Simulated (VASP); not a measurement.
C (strained diamond), GW calculation on PBE orbitals: VASP's output and Ansatz's

POSCAR

```
C
 1.0000000000000000
     0.0356024828000000    1.7801241423000000    1.7801241423000000
     1.7801241423000000    0.0356024828000000    1.7801241423000000
     1.8157266250999999    1.8157266250999999    0.0000000000000000
 C
   2
Cartesian
  0.0000000000000000 -0.0000000000000000  0.0011541416675891
  0.9078633125500000  0.9078633125500000  0.8889079294824110
```

VASP ran with the GW set of PAW datasets (8 valence electrons in the cell).

From OUTCAR

```
k-points           NKPTS =     46   k-points in BZ     NKDIM =    216   number of bands    NBANDS=     51

   NELECT =       8.0000    total number of electrons

   dimension x,y,z NGX =    18 NGY =   18 NGZ =   20
   dimension x,y,z NGXF=    36 NGYF=   36 NGZF=   40

  energy-cutoff  :      500.00
  volume of cell :       11.28
      direct lattice vectors                 reciprocal lattice vectors
     0.035602483  1.780124142  1.780124142    -0.286611517  0.286611517  0.280879287
     1.780124142  0.035602483  1.780124142     0.286611517 -0.286611517  0.280879287
     1.815726625  1.815726625  0.000000000     0.275371850  0.275371850 -0.280879287

 k-points in reciprocal lattice and weights: KPOINTS created by Atomic Simulation Env
   0.00000000  0.00000000  0.00000000       0.005
   0.16666667 -0.00000000  0.00000000       0.019
   0.33333333 -0.00000000  0.00000000       0.019
   0.50000000 -0.00000000  0.00000000       0.009
   0.16666667  0.16666667  0.00000000       0.009
   0.33333333  0.16666667  0.00000000       0.019
   0.50000000  0.16666667  0.00000000       0.019
  -0.33333333  0.16666667  0.00000000       0.019
   ...

 QP shifts <psi_nk| G(iteration)W_0 |psi_nk>: iteration 1
 for sc-GW calculations column KS-energies equals QP-energies in previous step
 and V_xc(KS)=  KS-energies - (<T + V_ion + V_H > + <T+V_H+V_ion>^1  + <V_x>^1)

 k-point   1 :       0.0000    0.0000    0.0000
  band No.  KS-energies  QP-energies   sigma(KS)   V_xc(KS)     V^pw_x(r,r')   Z            occupation Imag(sigma)

      1     -11.7092     -13.3091     -16.9193     -14.7972     -25.4635       0.7539       2.0000       1.3925
      2       9.8153       9.2566     -17.3640     -16.6890     -18.9959       0.8276       2.0000       0.0511
      3       9.8189       9.2599     -17.4810     -16.8050     -19.2122       0.8269       2.0000       0.0528
      4       9.9012       9.3465     -17.6101     -16.9386     -19.4273       0.8260       2.0000       0.0542
      5      14.8856      16.0021     -14.1298     -15.4843      -9.4525       0.8243       0.0000      -0.0782
      6      15.3707      16.5168     -14.1430     -15.5347      -9.3496       0.8235       0.0000      -0.0812
      7      16.0440      17.2346     -14.1486     -15.5970      -9.2102       0.8220       0.0000      -0.0852
      8      23.4158      24.4765     -15.0141     -16.3922      -7.7619       0.7696       0.0000      -0.2027
      9      29.2487      29.6292     -11.4281     -11.8997      -4.3397       0.8069       0.0000      -0.3650
     10      36.4511      37.5416     -12.5957     -13.9121      -5.9185       0.8284       0.0000      -0.5565
     11      36.4987      37.5891     -12.5932     -13.9093      -5.9136       0.8285       0.0000      -0.5564
     12      37.1187      37.6504     -10.9554     -11.6022      -3.3097       0.8220       0.0000      -0.9226

 ...

 QP shifts <psi_nk| G(iteration)W_0 |psi_nk>: iteration 2

 k-point   1 :       0.0000    0.0000    0.0000
  band No. old QP-enery  QP-energies   sigma(KS)   T+V_ion+V_H  V^pw_x(r,r')   Z            occupation Imag(sigma)

      1     -13.3091     -13.6371     -16.8343       3.0880     -25.4635       0.7502       2.0000       1.4695
      2       9.2566       9.2023     -17.3130      26.5043     -18.9959       0.8310       2.0000       0.0522
      3       9.2599       9.2030     -17.4325      26.6238     -19.2122       0.8302       2.0000       0.0540
      4       9.3465       9.2875     -17.5644      26.8398     -19.4273       0.8298       2.0000       0.0553
      5      16.0021      16.1263     -14.2178      30.3699      -9.4525       0.8274       0.0000      -0.0810
      6      16.5168      16.6444     -14.2342      30.9054      -9.3496       0.8257       0.0000      -0.0843
      7      17.2346      17.3709     -14.2408      31.6410      -9.2102       0.8233       0.0000      -0.0884
      8      24.4765      24.6859     -15.0599      39.8081      -7.7619       0.7708       0.0000      -0.2050
      9      29.6292      29.7584     -11.3597      41.1484      -4.3397       0.8100       0.0000      -0.3303
     10      37.5416      37.6522     -12.6875      50.3632      -5.9185       0.8245       0.0000      -0.5610
     11      37.5891      37.7016     -12.6824      50.4079      -5.9136       0.8249       0.0000      -0.5603
     12      37.6504      37.7600     -10.9371      48.7209      -3.3097       0.8214       0.0000      -0.8634

 ...

 QP shifts <psi_nk| G(iteration)W_0 |psi_nk>: iteration 3

 k-point   1 :       0.0000    0.0000    0.0000
  band No. old QP-enery  QP-energies   sigma(KS)   T+V_ion+V_H  V^pw_x(r,r')   Z            occupation Imag(sigma)

      1     -13.6371     -13.7053     -16.8161       3.0880     -25.4635       0.7490       2.0000       1.4918
      2       9.2027       9.2366     -17.2608      26.5043     -18.9959       0.8310       2.0000       0.0531
      3       9.2027       9.1563     -17.4770      26.6238     -19.2122       0.8310       2.0000       0.0531
      4       9.2875       9.2805     -17.5607      26.8398     -19.4273       0.8304       2.0000       0.0553
      5      16.1263      16.1418     -14.2249      30.3699      -9.4525       0.8276       0.0000      -0.0812
      6      16.6444      16.6606     -14.2414      30.9054      -9.3496       0.8258       0.0000      -0.0845
      7      17.3709      17.3887     -14.2485      31.6410      -9.2102       0.8235       0.0000      -0.0886
      8      24.6859      24.7215     -15.0759      39.8081      -7.7619       0.7711       0.0000      -0.2073
      9      29.7584      29.7839     -11.3584      41.1484      -4.3397       0.8102       0.0000      -0.3296
     10      37.6522      37.6674     -12.6925      50.3632      -5.9185       0.8251       0.0000      -0.5579
     11      37.7016      37.7169     -12.6878      50.4079      -5.9136       0.8250       0.0000      -0.5573
     12      37.7600      37.7793     -10.9374      48.7209      -3.3097       0.8217       0.0000      -0.8578

 ...
```

The two codes use different PAW datasets and cutoffs. VASP's cell holds 8 valence electrons and Ansatz's 8. Both sum 47 empty bands with a screening cutoff of 150 eV, short of the basis and mesh limit, and the G₀W₀ gap is that of the linearised levels of the first step.

What does Ansatz give for the same cell and level of theory?

PBE gap on the mesh 3.95 eV; G₀W₀ gap on the mesh 5.12 eV.

Ansatz printed

```
SCF 1 converged in 6 iterations: F = -501.572864 eV  dr2 = 8.14e-12
  greatest PAW one-centre occupation: 0.645 electrons in one spin orbital (limit 2), on the C atom at site 1 (counted from 0), in its partial waves of l = 0
NSCF: frozen V_eff on 46 k-points
G₀W₀ screening: q 1/46
G₀W₀ screening: q 2/46 (q-point 7)
G₀W₀ screening: q 3/46 (q-point 8)
G₀W₀ screening: q 4/46 (q-point 9)
G₀W₀ screening: q 5/46 (q-point 10)
G₀W₀ screening: q 6/46 (q-point 12)
G₀W₀ screening: q 7/46 (q-point 14)
G₀W₀ screening: q 8/46 (q-point 15)
G₀W₀ screening: q 9/46 (q-point 16)
G₀W₀ screening: q 10/46 (q-point 18)
G₀W₀ screening: q 11/46 (q-point 19)
G₀W₀ screening: q 12/46 (q-point 28)
G₀W₀ screening: q 13/46 (q-point 29)
G₀W₀ screening: q 14/46 (q-point 31)
G₀W₀ screening: q 15/46 (q-point 33)
G₀W₀ screening: q 16/46 (q-point 2)
G₀W₀ screening: q 17/46 (q-point 3)
G₀W₀ screening: q 18/46 (q-point 5)
G₀W₀ screening: q 19/46 (q-point 6)
G₀W₀ screening: q 20/46 (q-point 11)
G₀W₀ screening: q 21/46 (q-point 13)
G₀W₀ screening: q 22/46 (q-point 23)
G₀W₀ screening: q 23/46 (q-point 24)
G₀W₀ screening: q 24/46 (q-point 25)
G₀W₀ screening: q 25/46 (q-point 26)
G₀W₀ screening: q 26/46 (q-point 27)
G₀W₀ screening: q 27/46 (q-point 30)
G₀W₀ screening: q 28/46 (q-point 32)
G₀W₀ screening: q 29/46 (q-point 34)
G₀W₀ screening: q 30/46 (q-point 35)
G₀W₀ screening: q 31/46 (q-point 36)
G₀W₀ screening: q 32/46 (q-point 37)
G₀W₀ screening: q 33/46 (q-point 39)
G₀W₀ screening: q 34/46 (q-point 42)
G₀W₀ screening: q 35/46 (q-point 43)
G₀W₀ screening: q 36/46 (q-point 44)
G₀W₀ screening: q 37/46 (q-point 4)
G₀W₀ screening: q 38/46 (q-point 17)
G₀W₀ screening: q 39/46 (q-point 20)
G₀W₀ screening: q 40/46 (q-point 21)
G₀W₀ screening: q 41/46 (q-point 22)
G₀W₀ screening: q 42/46 (q-point 38)
G₀W₀ screening: q 43/46 (q-point 40)
G₀W₀ screening: q 44/46 (q-point 41)
G₀W₀ screening: q 45/46
G₀W₀ screening: q 46/46
G₀W₀ self-energy: k 1/11
G₀W₀ self-energy: k 2/11
G₀W₀ self-energy: k 3/11
G₀W₀ self-energy: k 4/11
G₀W₀ self-energy: k 5/11
G₀W₀ self-energy: k 6/11
G₀W₀ self-energy: k 7/11
G₀W₀ self-energy: k 8/11
G₀W₀ self-energy: k 9/11
G₀W₀ self-energy: k 10/11
G₀W₀ self-energy: k 11/11
NSCF: frozen V_eff on 1 k-points
NSCF: frozen V_eff on 1 k-points
NSCF: frozen V_eff on 1 k-points
NSCF: frozen V_eff on 1 k-points
SCF converged after 6 iterations
Free energy (F): -501.572864 eV
Harris-Foulkes:  -501.572864 eV  (|F-HF|=3.69e-12)
Internal energy: -501.572864 eV  (E = F + TS)
E sigma→0 (E₀):  -501.572864 eV
Fermi energy:    13.478526 eV
--- Per-component energies (eV) ---
  E_band       = 35.301886
  E_kinetic    = 185.049089
  E_local      = -122.208068  (includes V_loc(G=0)·N_el)
  E_nonlocal   = 53.399572
  E_hartree    = 26.773101
  E_xc         = -97.539028
  E_vxc        = -121.098126  (∫ρ·V_xc dr)
  E_paw        = -198.493210  (= ΣΔE_a)
  E_vpaw       = -13.386823  (= ΣTr[D̂ρ^β])
  E_aug_tail   = 0.000017  (compensation charges beyond the density's cutoff)
  E_ewald      = -348.554337
  E_smearing   = -0.000000  (= −TS)
  E_closure    = 0.000000  (closes the sum)
  Σ components = -501.572864   (vs F -501.572864, Δ=0.00e0)
--- Band table (eV; the first three rows and the last of 46) ---
  k-point 0: bands = ["-8.1383", "13.3891", "13.3932", "13.4785", "18.4636", "18.9482", "19.6234", "26.9478"]
  k-point 1: bands = ["-7.3908", "9.4377", "12.4495", "12.5257", "20.0052", "20.8485", "20.9934", "27.4819"]
  k-point 2: bands = ["-5.2045", "3.8344", "11.2504", "11.2592", "21.3563", "22.1360", "22.5794", "28.6800"]
  k-point 45: bands = ["0.3858", "0.8227", "6.6760", "7.5105", "17.4246", "19.0289", "30.2674", "30.3670"]
--- G₀W₀: contour deformation, 6 samples at zero and on the imaginary axis and 1 off it, 216 q-points, 47 empty bands' worth ---
  eigenvalues of the whole cell's RPA ε∞ on this k-mesh (on a slab, of 1 + 4πα/V) = 5.6425, 5.8616, 6.0732; static W/v taken at q = 0 is 0.170779
  bands read: the sum over 51 bands ends inside a degenerate multiplet in 2 slots, whose members it reads at an even weight; the widest, k=19: bands 51 to 52 (counted from 1) at 1/2 each
  gw.qp_kpoints: band_edges: 11 of 46 stored k-points solved, in 1 pass; an edge of the gap read off the rows below is read off those points alone
    valence top: of the k-points left out ik 1 came nearest to being solved in a further pass, in band 4 (counted from 1, as in the quasiparticle table): it holds the edge there only if its correction is more favourable than any solved in that band by at least 0.953 eV; those differ by 0.498 eV
    conduction bottom: of the k-points left out ik 42 came nearest to being solved in a further pass, in band 5 (counted from 1, as in the quasiparticle table): it holds the edge there only if its correction is more favourable than any solved in that band by at least 0.647 eV; those differ by 0.593 eV
    ik  band        ε_KS         Σx   Σc(E_QP)       V_xc       Z   E_QP_lin       E_QP  E_QP is
     0     3     13.3932   -20.2036     1.8312   -17.7812  0.8277    12.8008    12.8021  root
     0     4     13.4785   -20.4419     1.9183   -17.9345  0.8272    12.8882    12.8895  root
     0     5     18.4636   -10.3151    -4.9520   -16.3306  0.8293    19.5320    19.5272  root
     0     6     18.9482   -10.2560    -5.0778   -16.4229  0.8276    20.0427    20.0374  root
     4     3     12.2763   -19.9876     1.9929   -17.3520  0.8255    11.6320    11.6336  root
     4     4     12.3066   -20.3185     2.1311   -17.5362  0.8247    11.6538    11.6555  root
     4     5     19.9478   -10.1569    -5.3520   -16.6451  0.8245    21.0904    21.0840  root
     4     6     20.3642   -10.3233    -5.4557   -16.8896  0.8219    21.4814    21.4748  root
     5     3     10.8291   -20.2812     2.4834   -17.0512  0.8205    10.0799    10.0826  root
     5     4     11.1941   -21.3128     2.6180   -17.8769  0.8189    10.3729    10.3761  root
     5     5     18.3673   -10.1272    -4.9535   -16.0133  0.8317    19.3036    19.2999  root
...
```
